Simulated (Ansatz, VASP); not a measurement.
# Os in VASP and in Ansatz

```xyz
1
Lattice="2.2379 0.0000 0.0000 -1.1189 1.9381 0.0000 0.0000 0.0000 2.1109" Properties=species:S:1:pos:R:3 pbc="T T T"
Os    0.0000    0.0000    0.0000
```

Change from the starting cell: volume scaled by 0.58, LAPW.

Alike in both runs: task single point; functional PBE; k mesh 16 × 16 × 15; occupations fermi-dirac, width 0.05 eV; no spin polarisation.

```csv
,VASP,Ansatz
version,VASP 6.6.1,Ansatz 0.2.0
potentials or method,"VASP PAW PBE potentials, release 64 (Os), cutoff 520 eV","all-electron LAPW, scalar-relativistic"
```

|  | VASP | Ansatz | Ansatz less VASP |
| --- | --- | --- | --- |
| pressure (GPa) | 580.7 | 565.8 | -14.93 |
| largest component of the traceless stress (GPa) | 17.34 | 0.07 | -17.267 |

Ansatz ran all-electron here, so the differences hold the error of VASP's frozen core and of both bases.

Caveats: the cell as given lies far from equilibrium; so large a pressure means that the cell lies far from this level's equilibrium, or that cutoff or potentials fall short (VASP). The runs have no spin-orbit coupling, so splittings on Os are missing.
